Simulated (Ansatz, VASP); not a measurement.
One calculation of BeH4, two programs

```
Be H
1.0
    -1.82907    1.82907    1.82907
     1.82907   -1.82907    1.82907
     1.82907    1.82907   -1.82907
Be H
1 4
Direct
  0.00000 0.00000 0.00000
  0.00000 0.50000 0.00000
  0.50000 0.00000 0.00000
  0.00000 0.00000 0.50000
  0.50000 0.50000 0.50000
```

The cell was built by a generator and needn't be a form met in nature.

Alike in both runs: task single point; functional LDA; k mesh 14 × 14 × 14; occupations gaussian, width 0.1 eV; no spin polarisation.

|  | VASP | Ansatz |
| --- | --- | --- |
| version | VASP 6.6.1 | Ansatz 0.2.0 |
| potentials or method | VASP PAW LDA potentials, release 64 (Be, H) | scalar-relativistic, plane waves, PAW |
| plane-wave cutoff (eV) | 520 | 420 |
| valence electrons in the cell | 6 | 6 |

```tsv
	VASP	Ansatz	Ansatz less VASP
gap on the k mesh at the Fermi level (eV)	none	none	-
pressure (GPa)	-3.3	-3.3	+0.04
```

A gap of «none» marks a metal or a gap that the smearing closes.
